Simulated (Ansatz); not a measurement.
# Al: the cost of one run

Computed with Ansatz 0.2.0 (DFT PBE, scalar-relativistic, plane waves, PAW, unless a step's input says otherwise).

3 further runs of the same task are left out: 1 that didn't finish, 2 set aside as unsound or not needed.

**1. The structure to begin with**

Symmetry: Fm-3m, No. 225, cubic system. Conventional cell: a = 4.041 Å, b = 4.041 Å, c = 4.041 Å, α = 90.00°, β = 90.00°, γ = 90.00°. Al (site symmetry m-3m) is surrounded by 12 Al at 2.86 Å.

Structure file:

```
Al
1.0
     0.00000    2.02073    2.02073
     2.02073    0.00000    2.02073
     2.02073    2.02073    0.00000
Al
1
Direct
  0.00000 0.00000 0.00000
```

It is the result of an earlier relaxation at this level (volume 16.50 Å³/atom; gap on the mesh: none (metal)).

**2. Next: the linear chain**

A free-standing chain of the crystal's atoms, periodic along c. Atoms and period relax; energies count from the bulk, -537.4996 eV an atom.

The cell holds 1 Al: a = 9.000 Å, b = 9.300 Å, c = 2.572 Å, α = 90.00°, β = 90.00°, γ = 90.00°.

**3. Relaxation**

Pressure and volume refer to the whole cell with its vacuum; only the period along c may change.

The input, input.yaml:

```yaml
crystal:
  lattice:
    - [9.0, 0.0, 0.0]
    - [0.0, 9.3, 0.0]
    - [0.0, 0.0, 2.5719673823]
  atoms:
    - { symbol: Al, position: [0.5, 0.5, 0.0], spin: 0.5 }
basis:
  ecutwfc: 420
kpoints:
  mp_grid: { grid: [1, 1, 25] }
hamiltonian:
  xc: pbe
scf:
  occupations: { method: gaussian, width: 0.05 }
output:
  forces: true
  stress: true
  eigenvalues: true
  populations: true
  write_density: true
  write_potential: true
  elf: true
  volumetric_format: npy
magnetization:
  spin_polarized: true
relax:
  adjacent_minimum: "off"
  f_tol: 0.01
  max_steps: 45
  cell: { fix: [a, b, alpha, beta, gamma], stress_tol: 0.03 }
```

Launch:

```sh
$ ansatz run input.yaml --threads 2 --pin off --max-ram 5120MiB --backend cpu --events-out ev --progress --plain --runs-dir out
```

What time and memory should one allow on 2 threads of Intel Xeon at 2.50GHz (Skylake/Cascade Lake), shared host?

About 73 s, with a peak of 0.43 GiB.
